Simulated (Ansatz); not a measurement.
Space group F-43m (No. 216). a = 5.505 Å, b = 5.505 Å, c = 5.505 Å, α = 90.00°, β = 90.00°, γ = 90.00°
| atom | site | symmetry | x | y | z |
| --- | --- | --- | --- | --- | --- |
| Ga | 4a | -43m | 0.0000 | 0.0000 | 0.0000 |
| P | 4d | -43m | 0.2500 | 0.2500 | 0.7500 |

Equation of state of this GaP structure (not necessarily the ground state), with shape and atoms relaxed at each volume where symmetry leaves them free. Theory: DFT PBE, scalar-relativistic, plane waves, PAW in Ansatz.

Settings: cutoff 420 eV, Γ-centred mesh 8×8×8 on the computed 2-atom cell, Gaussian smearing of 0.02 eV; no spin polarisation.

| V (Å³/atom) | E − E(largest V) (meV/atom) | P (GPa) | gap on mesh (eV) |
| --- | --- | --- | --- |
| 19.603 | 4.67 | 5.52 | 1.59 |
| 20.229 | -10.95 | 2.56 | 1.64 |
| 20.854 | -15.88 | 0.04 | 1.58 |
| 21.480 | -11.77 | -2.09 | 1.34 |
| 22.106 | 0.00 | -3.89 | 1.12 |

Fit a third-order Birch–Murnaghan equation to E(V).

V0 = 20.87 Å³/atom, B0 = 77 GPa, B0' = 4.6.